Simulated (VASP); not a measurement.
Input of a VASP 6.6.1 run:

The input INCAR:

```
SYSTEM = Ru
ALGO = Fast
EDIFF = 1E-7
ENCUT = 520
GGA = RE
ISIF = 2
ISMEAR = -1
LASPH = .True.
LCHARG = .False.
LREAL = .False.
LWAVE = .False.
NBANDS = 21
NELM = 100
PREC = Accurate
SIGMA = 0.1
```

Contents of KPOINTS:

```
k-points
0
Gamma
  16 16 16
  0 0 0
```

File POSCAR:

```
Ru
1.0
    0.0000000000      2.7391580688      2.7391580688
    2.7391580688      0.0000000000      2.7391580688
    2.7391580688      2.7391580688      0.0000000000
Ru
2
Direct
    0.1250000000      0.1250000000      0.1250000000
    0.8750000000      0.8750000000      0.8750000000
```

Potentials or basis: VASP PAW PBE potentials, release 64 (Ru_pv).

Launch:

```console
$ cat potpaw_PBE.64/Ru_pv/POTCAR > POTCAR
$ mpirun -np 1 vasp_std > vasp.out
```

(1) Estimate the pressure.

(2) What does it give for the band gap on the k mesh?

## Answers

(1) 0.3 GPa.

(2) none (metal or under the smearing width).

Caveat: the PAW data sets were made with another functional, which shifts forces and pressure a little.
